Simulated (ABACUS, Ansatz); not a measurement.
## SnSe: energy against volume and a worked fit

```
Sn Se
1.0
     0.00000    3.01000    3.01000
     3.01000    0.00000    3.01000
     3.01000    3.01000    0.00000
Sn Se
1 1
Direct
  0.00000 0.00000 0.00000
  0.50000 0.50000 0.50000
```

Measurements of this composition are mostly on another form, of space group No. 62.

The cell was scaled at fixed shape and fractions and run with Ansatz, PseudoDojo standard, cutoff 1170 eV; PBEsol, k mesh 8 × 8 × 8 on the cell of 2 atoms, fermi-dirac occupations of 0.05 eV, no spin polarisation, no spin-orbit coupling. The potentials were made for PBE. Energies are those that the program minimises, any entropy of the smearing included.

```csv
V (Å³/atom),energy over the lowest row (meV/atom)
25.6346,2.58
26.1801,0.00
26.7255,1.46
27.2709,6.54
27.8163,14.86
28.3617,?
28.9072,39.89
```

Question: Fit the third-order Birch-Murnaghan form, give V0, B0 and B′, and predict the energy left open.

Answer: With y = (V0/V)^(2/3), E = E0 + (9 V0 B0/16) [(y - 1)³ B′ + (y - 1)² (6 - 4y)]. Least squares through the rows shown give V0 = 26.2459 Å³/atom, E0 = -0.03 meV, B0 = 56.33 GPa (1 eV/Å³ = 160.218 GPa) and B′ = 4.36, with a largest miss of 0.01 meV. At V = 28.3617 the form with these constants gives 26.07 meV; the run gave 26.08 meV an atom. Other set-ups at this level, from all their volumes (Å³/atom, GPa): ABACUS, PseudoDojo NC SR 0.4.1 PBEsol standard, plane waves: V0 26.288, B0 56.31; Ansatz, Ansatz PAW (made for PBE): V0 26.270, B0 56.24; Ansatz, PseudoDojo stringent (made for PBE): V0 26.304, B0 56.04; Ansatz, Ansatz PAW (files of its older set among them) (made for PBE): V0 26.270, B0 56.19.
